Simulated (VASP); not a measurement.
# MnS (Fm-3m) in VASP: further runs, part 2 of 2

VASP 6.6.1. The steps go on from the part before.

### Step 3. Relaxation of cell and atoms, PBE+U, collinear spin, ferromagnetic start, target pressure 12 GPa, at which the enthalpy is minimised

INCAR reads:

```
  PREC = Accurate
  ENCUT = 520
  EDIFF = 1E-7
  ISMEAR = 0
  SIGMA = 0.1
  LREAL = False
  LASPH = True
  NELM = 150
  ALGO = Normal
  ISIF = 3
  LWAVE = False
  LCHARG = False
  ISPIN = 2
  MAGMOM = 5 0
  LORBIT = 11
  LMAXMIX = 4
  LDAU = True
  LDAUTYPE = 2
  LDAUL = 2 -1
  LDAUU = 1.9 0
  LDAUJ = 0 0
  LDAUPRINT = 1
  GGA = PE
  IBRION = 2
  NSW = 80
  EDIFFG = -0.002
  PSTRESS = 120.0
```

KPOINTS reads:

```
Automatic mesh
0
Gamma
  14 14 14
```

POSCAR reads:

```
MnS                                     
1.0
    0.0000000000      2.4413964148      2.4413964148
    2.4413964148      0.0000000000      2.4413964148
    2.4413964148      2.4413964148      0.0000000000
  Mn              S             
     1     1
Direct
     0.0000000000000000    0.0000000000000000    0.0000000000000000
     0.5000000000000000    0.5000000000000000    0.5000000000000000
```

Potentials or basis: VASP PAW PBE potentials, release 64 (Mn_pv, S).

Command:

```console
> cat potpaw_PBE.64/Mn_pv/POTCAR potpaw_PBE.64/S/POTCAR > POTCAR
> mpirun -np 1 vasp_std > vasp.out
```

It took 9.6 min on 1 thread of Intel Xeon Platinum 8259CL at 2.50GHz (Skylake/Cascade Lake), shared host; peak memory 0.23 GiB.

The run converged. Its results:

```yaml
Free_energy: -13.2939 eV
Relaxed_volume: 15.72 Å³/atom
Relaxed_cell: a = 3.543 Å, b = 3.543 Å, c = 3.543 Å, α = 60.00°, β = 60.00°, γ = 60.00°
Space_group_after_relaxing_to_0.05_Å: Fm-3m (No. 225)
Energy_change_on_relaxing_the_enthalpy_is_what_falls: -116.0 meV/atom
Ionic_steps: 19
Pressure_after_relaxing: 12.0 GPa
Band_gap_on_the_k_mesh: none (metal or under the smearing width)
Net_moment: 4.78 μB per cell
Site_moments: Mn +4.36; S +0.11 μB
Valence_electrons_inside_the_program's_atomic_spheres: Mn 11.40; S 3.80
```

Step by step:
```tsv
step	energy change (eV)	largest force (eV/Å)	pressure (GPa)	volume (Å³)
1	0.0000	0.0000	19.99	29.10
2	-0.2885	0.0000	9.80	32.27
3	-0.2347	0.0000	11.91	31.48
4	-0.2311	0.0000	12.03	31.43
5	-0.2311	0.0000	12.03	31.43
6	-0.2311	0.0000	12.04	31.43
7	-0.2311	0.0000	12.04	31.43
8	-0.2311	0.0000	12.03	31.43
9	-0.2311	0.0000	12.04	31.43
10	-0.2311	0.0000	12.04	31.43
11	-0.2311	0.0000	12.04	31.43
12	-0.2311	0.0000	12.03	31.43
13	-0.2311	0.0000	12.03	31.43
14	-0.2311	0.0000	12.03	31.43
15	-0.2312	0.0000	12.03	31.43
16	-0.2312	0.0000	12.03	31.43
17	-0.2313	0.0000	12.03	31.43
18	-0.2315	0.0000	12.02	31.44
19	-0.2319	0.0000	12.01	31.44
```

Final structure:
```
Mn S
1.0
     0.00000    2.50509    2.50509
     2.50509    0.00000    2.50509
     2.50509    2.50509    0.00000
Mn S
1 1
Direct
  0.00000 0.00000 0.00000
  0.50000 0.50000 0.50000
```

Levels at points of the mesh, in eV from the Fermi level:
Spin up:
| k point | band 8 | band 9 | band 10 | band 11 | band 12 | band 13 | band 14 | band 15 | band 16 |
| --- | --- | --- | --- | --- | --- | --- | --- | --- | --- |
| (0.00, 0.00, 0.00) | -4.32 | -4.32 | -2.00 | -2.00 | -2.00 | 2.58 | 8.57 | 8.57 | 8.57 |
| (0.50, 0.00, 0.00) | -3.79 | -3.79 | -3.24 | 0.36 | 0.36 | 2.79 | 5.37 | 5.37 | 9.88 |
| (0.50, 0.50, 0.00) | -3.88 | -3.88 | -3.63 | -3.63 | -2.94 | 0.99 | 5.25 | 11.16 | 13.08 |
Spin down:
| k point | band 4 | band 5 | band 6 | band 7 | band 8 | band 9 | band 10 | band 11 |
| --- | --- | --- | --- | --- | --- | --- | --- | --- |
| (0.00, 0.00, 0.00) | -15.10 | -1.77 | -1.77 | -1.77 | 0.62 | 0.62 | 0.62 | 0.69 |
| (0.50, 0.00, 0.00) | -13.49 | -7.16 | -3.66 | -3.66 | 1.98 | 1.98 | 2.18 | 3.31 |
| (0.50, 0.50, 0.00) | -13.28 | -6.29 | -3.54 | -3.54 | -0.91 | 1.26 | 2.05 | 2.31 |

Eigenvalues of the final occupation matrices:
```
    site  spin  trace               eigenvalues
site 1 d     1   4.62  0.92 0.92 0.92 0.93 0.93
site 1 d     2   0.36  0.04 0.04 0.04 0.11 0.11
```

Caveat: the cell is relaxed towards a set pressure, so the enthalpy falls and the energy may rise; a cell with one magnetic atom can't hold antiferromagnetic order, which such compounds often take. PBE usually gives volumes a little too large and moduli too small.

### Step 4. Relaxation of cell and atoms, PBE+U, collinear spin, ferromagnetic start, target pressure 12 GPa, at which the enthalpy is minimised

This run uses another cell than the first one, of 15.72 Å³/atom, 1.080 times its volume.

INCAR is that of step 3.

KPOINTS is that of step 3.

POSCAR reads:

```
MnS                                     
1.0
    0.0000000000      2.5050924612      2.5050924612
    2.5050924612      0.0000000000      2.5050924612
    2.5050924612      2.5050924612      0.0000000000
  Mn              S             
     1     1
Direct
     0.0000000000000000    1.0000000000000000    0.0000000000000000
     0.5000000000000000    0.5000000000000000    0.5000000000000000
```

Command:

```console
> cat potpaw_PBE.64/Mn_pv/POTCAR potpaw_PBE.64/S/POTCAR > POTCAR
> mpirun -np 1 vasp_std > vasp.out
```

Run time: 2.9 min. Hardware: 1 thread of Intel Xeon Platinum 8259CL at 2.50GHz (Skylake/Cascade Lake), shared host; peak memory 0.23 GiB.

It converged, with:

```yaml
Free_energy: -13.2978 eV
Relaxed_volume: 15.74 Å³/atom
Relaxed_cell: a = 3.544 Å, b = 3.544 Å, c = 3.544 Å, α = 60.00°, β = 60.00°, γ = 60.00°
Space_group_after_relaxing_to_0.05_Å: Fm-3m (No. 225)
Energy_change_on_relaxing_the_enthalpy_is_what_falls: -1.2 meV/atom
Ionic_steps: 2
Pressure_after_relaxing: 12.0 GPa
Band_gap_on_the_k_mesh: none (metal or under the smearing width)
Net_moment: 4.78 μB per cell
Site_moments: Mn +4.36; S +0.11 μB
Valence_electrons_inside_the_program's_atomic_spheres: Mn 11.40; S 3.80
```

Step by step:
| step | energy change (eV) | largest force (eV/Å) | pressure (GPa) | volume (Å³) |
| --- | --- | --- | --- | --- |
| 1 | 0.0000 | 0.0000 | 12.07 | 31.44 |
| 2 | -0.0025 | 0.0000 | 12.00 | 31.47 |

Final structure:
```cif
data_structure
_symmetry_space_group_name_H-M 'P 1'
_symmetry_Int_Tables_number 1
_cell_length_a 3.5440
_cell_length_b 3.5440
_cell_length_c 3.5440
_cell_angle_alpha 60.000
_cell_angle_beta 60.000
_cell_angle_gamma 60.000
_cell_volume 31.47
loop_
_atom_site_label
_atom_site_type_symbol
_atom_site_fract_x
_atom_site_fract_y
_atom_site_fract_z
_atom_site_occupancy
Mn1 Mn 0.00000 0.00000 0.00000 1
S1 S 0.50000 0.50000 0.50000 1
```

Levels at points of the mesh, in eV from the Fermi level:
Spin up:
| k point | band 8 | band 9 | band 10 | band 11 | band 12 | band 13 | band 14 | band 15 | band 16 |
| --- | --- | --- | --- | --- | --- | --- | --- | --- | --- |
| (0.00, 0.00, 0.00) | -4.32 | -4.32 | -2.00 | -2.00 | -2.00 | 2.57 | 8.57 | 8.57 | 8.57 |
| (0.50, 0.00, 0.00) | -3.79 | -3.79 | -3.24 | 0.35 | 0.35 | 2.79 | 5.37 | 5.37 | 9.87 |
| (0.50, 0.50, 0.00) | -3.88 | -3.88 | -3.63 | -3.63 | -2.94 | 0.99 | 5.25 | 11.15 | 13.07 |
Spin down:
```
           k point  band 4  band 5  band 6  band 7  band 8  band 9  band 10  band 11
(0.00, 0.00, 0.00)  -15.09   -1.76   -1.76   -1.76    0.63    0.63     0.63     0.69
(0.50, 0.00, 0.00)  -13.48   -7.15   -3.66   -3.66    1.98    1.98     2.18     3.31
(0.50, 0.50, 0.00)  -13.28   -6.29   -3.54   -3.54   -0.91    1.26     2.05     2.31
```

Eigenvalues of the final occupation matrices:
| site | spin | trace | eigenvalues |
| --- | --- | --- | --- |
| site 1 d | 1 | 4.62 | 0.92 0.92 0.92 0.93 0.93 |
| site 1 d | 2 | 0.35 | 0.04 0.04 0.04 0.11 0.11 |

Caveat: the cell is relaxed towards a set pressure, so the enthalpy falls and the energy may rise; a cell with one magnetic atom can't hold antiferromagnetic order, which such compounds often take.

### Step 5. Relaxation of cell and atoms, PBE+U, collinear spin, ferromagnetic start, target pressure 30 GPa, at which the enthalpy is minimised

Edit INCAR of step 4 so:

```diff
@@ -26,2 +26,2 @@
   EDIFFG = -0.002
-  PSTRESS = 120.0
+  PSTRESS = 300.0
```

KPOINTS is that of step 4.

POSCAR reads:

```
MnS                                     
1.0
    0.0000000000      2.4413964148      2.4413964148
    2.4413964148      0.0000000000      2.4413964148
    2.4413964148      2.4413964148      0.0000000000
  Mn              S             
     1     1
Direct
     0.0000000000000000    0.0000000000000000    0.0000000000000000
     0.5000000000000000    0.5000000000000000    0.5000000000000000
```

Command:

```console
> cat potpaw_PBE.64/Mn_pv/POTCAR potpaw_PBE.64/S/POTCAR > POTCAR
> mpirun -np 1 vasp_std > vasp.out
```

It took 5.7 min on 1 thread of Intel Xeon Platinum 8259CL at 2.50GHz (Skylake/Cascade Lake), shared host; peak memory 0.23 GiB.

It converged, with:

```
Free energy                                            : -12.7610 eV
Relaxed volume                                         : 13.57 Å³/atom
Relaxed cell                                           : a = 3.373 Å, b = 3.373 Å, c = 3.373 Å, α = 60.00°, β = 60.00°, γ = 60.00°
Space group after relaxing (to 0.05 Å)                 : Fm-3m (No. 225)
Energy change on relaxing (the enthalpy is what falls) : +150.5 meV/atom
Ionic steps                                            : 4
Pressure after relaxing                                : 30.0 GPa
Band gap on the k mesh                                 : none (metal or under the smearing width)
Net moment                                             : 4.38 μB per cell
Site moments                                           : Mn +4.07; S +0.08 μB
Valence electrons inside the program's atomic spheres  : Mn 11.61; S 3.84
```

The path:
```csv
step,energy change (eV),largest force (eV/Å),pressure (GPa),volume (Å³)
1,0.0000,0.0000,19.99,29.10
2,0.6668,0.0000,38.75,25.44
3,0.3084,0.0000,30.19,27.11
4,0.3011,0.0000,29.98,27.14
```

Final structure:
```
Mn S
1.0
     0.00000    2.38533    2.38533
     2.38533    0.00000    2.38533
     2.38533    2.38533    0.00000
Mn S
1 1
Direct
  0.00000 0.00000 0.00000
  0.50000 0.50000 0.50000
```

Levels at points of the mesh, in eV from the Fermi level:
Spin up:
| k point | band 8 | band 9 | band 10 | band 11 | band 12 | band 13 | band 14 | band 15 | band 16 |
| --- | --- | --- | --- | --- | --- | --- | --- | --- | --- |
| (0.00, 0.00, 0.00) | -4.39 | -4.39 | -2.15 | -2.15 | -2.15 | 4.05 | 8.96 | 8.96 | 8.96 |
| (0.50, 0.00, 0.00) | -3.67 | -3.67 | -3.02 | 1.04 | 1.04 | 2.89 | 5.50 | 5.50 | 12.06 |
| (0.50, 0.50, 0.00) | -4.36 | -3.98 | -3.45 | -3.45 | -2.45 | 1.46 | 5.54 | 12.63 | 14.83 |
Spin down:
| k point | band 4 | band 5 | band 6 | band 7 | band 8 | band 9 | band 10 | band 11 |
| --- | --- | --- | --- | --- | --- | --- | --- | --- |
| (0.00, 0.00, 0.00) | -16.30 | -1.92 | -1.92 | -1.92 | -0.02 | -0.02 | -0.02 | 0.16 |
| (0.50, 0.00, 0.00) | -14.20 | -8.27 | -4.38 | -4.38 | 1.70 | 1.70 | 2.01 | 3.28 |
| (0.50, 0.50, 0.00) | -14.00 | -7.27 | -4.03 | -4.03 | -1.87 | 0.87 | 2.01 | 2.10 |

Eigenvalues of the final occupation matrices:
| site | spin | trace | eigenvalues |
| --- | --- | --- | --- |
| site 1 d | 1 | 4.52 | 0.89 0.89 0.92 0.92 0.92 |
| site 1 d | 2 | 0.56 | 0.09 0.09 0.09 0.14 0.14 |

Caveat: the cell is relaxed towards a set pressure, so the enthalpy falls and the energy may rise; a cell with one magnetic atom can't hold antiferromagnetic order, which such compounds often take. The state reached can hang on the start; a lower one may exist.

### Step 6. Summary

```csv
cell,target pressure,gap on the mesh (eV),pressure (GPa),moment (μB)
relaxed to 20 GPa,20 GPa,none,20.0,4.56
relaxed to 12 GPa,12 GPa,none,12.0,4.78
relaxed to 30 GPa,30 GPa,none,30.0,4.38
```

Alike in all rows: task relaxation of cell and atoms; level PBE+U; potentials or basis VASP PAW PBE potentials, release 64 (Mn_pv, S); spin collinear, ferromagnetic start; Mn d U = 1.9 eV; k mesh 14 × 14 × 14; cutoff (eV) 520; smearing gaussian 0.1 eV.

Caveats: the cell is relaxed towards a set pressure, so the enthalpy falls and the energy may rise; a cell with one magnetic atom can't hold antiferromagnetic order, which such compounds often take; the relaxation stopped at its first step, so nothing moved (some runs).

Total energies depend on the potentials used, so only differences within one code and one set of settings carry meaning.
